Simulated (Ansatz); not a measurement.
The system is Os.

```xyz
2
Lattice="2.7341 0.0000 0.0000 -1.3671 2.3678 0.0000 0.0000 0.0000 4.3197" Properties=species:S:1:pos:R:3 pbc="T T T"
Os    1.3671    0.7893    3.2398
Os    0.0000    1.5785    1.0799
```

```yaml
Program: Ansatz 0.2.0
Task: relaxation of cell and atoms
Functional: SVWN5
Potentials_or_basis: Ansatz PAW
Cutoff: "420 eV (not typed: the program's choice for these potentials)"
k_mesh: 11 × 11 × 6
Occupations: fermi-dirac, width 0.05 eV
Spin: no spin polarisation
```

At the start: volume 13.98 Å³/atom.

**Question.** Where does the relaxation end?

**Answer.** It ends after 4 steps and the volume is 13.69 Å³/atom (-2.1 %); space group P6_3/mmc (No. 194, to 0.05 Å).

The path:
| step | energy change (eV) | largest force (eV/Å) | volume (Å³) |
| --- | --- | --- | --- |
| 1 | 0.0000 | 0.0000 | 27.96 |
| 2 | -0.0163 | 0.0000 | 27.44 |
| 3 | -0.0164 | 0.0000 | 27.39 |
| 4 | -0.0162 | 0.0000 | 27.39 |

Final structure:
```
Os
1.0
     2.71494    0.00000    0.00000
    -1.35747    2.35121    0.00000
     0.00000    0.00000    4.29044
Os
2
Direct
  0.66667 0.33333 0.75000
  0.33333 0.66667 0.25000
```

Caveat: the plane-wave basis is chosen anew once the cell has moved, so the energies of steps on either side of that aren't comparable; the PAW data sets come from PBE, with cores solved anew for the run's functional, which leaves a small shift of forces and pressure.
